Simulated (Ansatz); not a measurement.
## Ni₂Si: how the free axis answers a strain

Ni₂Si, P6_3/mmc, a = 3.912 Å, c = 4.991 Å. The structure is a COD entry; whether it is the stable form wasn't checked. Ansatz: PBE, PAW, 420 eV, Γ-centred 12×12×8 mesh on 6 atoms, Gaussian smearing 0.10 eV; no spin polarisation. Series: biaxial strain in the a-b plane, c and atoms relaxed; x is the strain in per cent. y is the change of c in per cent of 4.991 Å.

```
x (%) y (%)
 -6.0   6.09
 -4.0   3.63
 -2.0   1.58
  0.0   0.00
  2.0  -1.24
  4.0  -2.24
  6.0      ?
```

Fit y = c1 x + c2 x² to the other rows, say what c1 measures, and predict the missing y.

Least squares on the rows shown. y = −0.7336 x + 0.04586 x². With no stress along c, c1 = −2C13/C33 = -0.734. At x = 6.0 the fit asked for gives -2.75 %. The run gave -3.06 %, so the fit is 0.31 % too high, 3.4 % of the span of the series, against an rms of 0.05 % on the fitted rows. The row lies outside the fitted range. With a term in x³ added, a fit to the same known rows predicts -3.01 %, so most of the miss is curvature that the known rows already hold.